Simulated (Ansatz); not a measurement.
MgO: what symmetry allows forces and stress to be

```yaml
crystal:
  lattice:
    - [3.59672, -0.05257, -0.08193]
    - [-1.84389, 3.08857, 0.08194]
    - [-0.09818, 0.05670, 4.52457]
  atoms:
    - { symbol: Mg, position: [0.68728, 0.31272, 0.76073] }
    - { symbol: Mg, position: [0.33099, 0.66901, 0.24293] }
    - { symbol: O, position: [0.67125, 0.32875, 0.25476] }
    - { symbol: O, position: [0.31049, 0.68951, 0.74158] }
```

These are results of DFT PBEsol, scalar-relativistic, plane waves, PAW (Ansatz), not measurements.

Cutoff 420 eV; k points 9×9×6 on the computed 4-atom cell (Γ-centred); Gaussian smearing, width 0.02 eV; no spin polarisation.

This distorted cell has space group Cm, with 2 operations.

Question: Without a calculation: in which directions can each atom feel a force?

Answer: A force must be left unchanged by every operation that keeps its atom in place, so it lies in the space that those operations leave fixed. Atoms that the group maps onto each other feel forces of one size.
```
atom site symmetry operations at the site equivalent to atom allowed force (Cartesian)
 Mg1              m                       2                   1  in the plane normal to (0.50, 0.87, 0.00)
 Mg2              m                       2                   2  in the plane normal to (0.50, 0.87, 0.00)
  O3              m                       2                   3  in the plane normal to (0.50, 0.87, 0.00)
  O4              m                       2                   4  in the plane normal to (0.50, 0.87, 0.00)
```

That leaves 8 independent force components of 12, tied by 2 conditions that the forces sum to zero, so 6 remain. A relaxation in this cell that keeps the symmetry moves the atoms in these directions alone.

Question: And the stress tensor?

Answer: It must be invariant under the point group, which leaves 4 independent components. Linear relations between components hold in this frame.

Question: Do the computed values obey this?

Answer: Yes. Forces (eV/Å):
```
Mg1 -1.117  0.645 -0.432
Mg2  0.240 -0.139  0.461
O3  -0.324  0.187 -0.503
O4   1.202 -0.694  0.475
```

Stress (GPa, compression positive, xx yy zz yz xz xy): -9.34 -2.09 -14.00 -2.09 3.63 6.29. The program imposes the same operations on density, forces and stress, so this confirms the analysis and is no independent test of the calculation.

This form isn't the usual stable structure of the compound.